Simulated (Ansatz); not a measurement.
Crystal: B, diamond type, 2 atoms in the cell.

All numbers below come from r²SCAN, plane waves, PAW datasets (earlier set, tuned by hand) in Ansatz 0.2.0 development build.

Cutoff 710 eV; k-mesh 14×14×14 Γ-centred; Fermi–Dirac smearing of 0.1 eV; no spin polarisation.

(1) What equilibrium volume, lattice constant and bulk modulus does this give?

Answers

(1) V₀ = 8.327 Å³/atom (a₀ = 4.054 Å), B₀ = 180 GPa, B₀′ = 3.50. The points behind the fit:

| V (Å³/atom) | a (Å) | E − E(min) (meV/atom) | P (GPa) |
| --- | --- | --- | --- |
| 7.647 | 3.9404 | 35.14 | 17.81 |
| 7.897 | 3.9827 | 13.24 | 10.50 |
| 8.146 | 4.0242 | 1.98 | 4.12 |
| 8.396 | 4.0649 | 0.00 | -1.46 |
| 8.645 | 4.1047 | 6.14 | -6.33 |

The stress includes the program's correction for the finite plane-wave basis.

This cubic structure is a model: it isn't the usual form of the substance at ambient conditions, and such phases are metastable or hypothetical. The k-mesh is modest, so these values aren't fully converged in k.
